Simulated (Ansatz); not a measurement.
The system is MnO.

```
Mn O
1.0
     0.00000    2.22391    2.22391
     2.22391    0.00000    2.22391
     2.22391    2.22391    0.00000
Mn O
1 1
Direct
  0.00000 0.00000 0.00000
  0.50000 0.50000 0.50000
```

The cell is a database's computed one.

Base run:

* Program: Ansatz 0.2.0
* Functional: PBEsol
* Potentials or basis: all-electron LAPW, scalar-relativistic
* Cutoff: 324 eV (chosen from the basis error)
* Basis error allowed: 0.001 eV/atom
* k mesh: 10 × 10 × 10
* Occupations: fermi-dirac, width 0.05 eV
* Spin: collinear spin, ferromagnetic start
* Starting moments: [4.0, 0.0] μB
* Hubbard terms: Mn d U = 2 eV

Its results: band gap on the k mesh none (metal or under the smearing width); pressure 0.4 GPa; net moment 5.00 μB per cell; site moments Mn +4.52; O +0.22 μB.

After a change of settings the same cell gave: band gap on the k mesh none (metal or under the smearing width); pressure 2.8 GPa; net moment 5.00 μB per cell; site moments Mn +4.56; O +0.18 μB. Which change was it?
A. hubbard terms from Mn d U = 2 eV to Mn d U = 6 eV
B. hubbard terms from Mn d U = 2 eV to none
C. hubbard terms from Mn d U = 2 eV to Mn d U = 4 eV

C.

Caveats: the magnetic state may not be the lowest; U is the effective U less J, on atomic orbitals that reach past the spheres; a cell with one magnetic atom can't hold antiferromagnetic order, which such compounds often take.

Runs at the PBE level aren't shown here.
